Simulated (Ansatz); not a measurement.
# TaSi2 under strain: Field gradients at the nuclei

The cell is a COD entry, relaxed with PBE at fixed cell and then changed (z stretched by 3 %, ions relaxed).

```
Ta Si
1.0
     4.78390    0.00000    0.00000
    -2.39195    4.14298    0.00000
     0.00000    0.00000    6.76710
Ta Si
3 6
Direct
  0.50000 0.00000 0.00000
  0.50000 0.50000 0.66667
  0.00000 0.50000 0.33333
  0.15980 0.31961 0.00000
  0.84020 0.15980 0.66667
  0.68039 0.84020 0.33333
  0.84020 0.68039 0.00000
  0.15980 0.84020 0.66667
  0.31961 0.15980 0.33333
```

Sites (sets of like atoms) are named by element and the number of their first atom in this list.

The numbers come from a DFT calculation in Ansatz (PBE, plane waves and PAW, scalar-relativistic, 420 eV cutoff, Γ-centred 11×11×7 k-points, Fermi–Dirac smearing 0.05 eV).

V_zz is the principal component of the electric field gradient with the largest magnitude, η = (V_xx − V_yy)/V_zz and C_Q = eQV_zz/h. ν_Q = 3|C_Q|/[2I(2I − 1)].

¹⁸¹Ta: I = 7/2, Q = 3170 mb. Quadrupole moments are those of Pyykkö's year-2017 table.

**Question.** What field gradients does the calculation give at each kind of site?

**Answer.** 

| site | atoms (order as listed) | first shell | C_Q (MHz) | η | ν_Q (MHz) |
| --- | --- | --- | --- | --- | --- |
| Ta | 1, 2, 3 | 10 Si at 2.66–2.82 Å, 4 Ta at 3.29 Å | -679 | 0.37 | 48.5 |

Si has no stable isotope with a ground-state quadrupole moment in the table, so these sites are left out.

With no gap above 0.1 eV, as in a metal, the gradients converge slowly in k; expect changes of a tenth or more on a denser mesh. Without spin–orbit coupling the gradients at and beside Ta can be off by some per cent, at some sites by more. With these PAW files V_zz is typically within 2 to 3 % of all-electron values, but misses above 10 % occur on Ta.
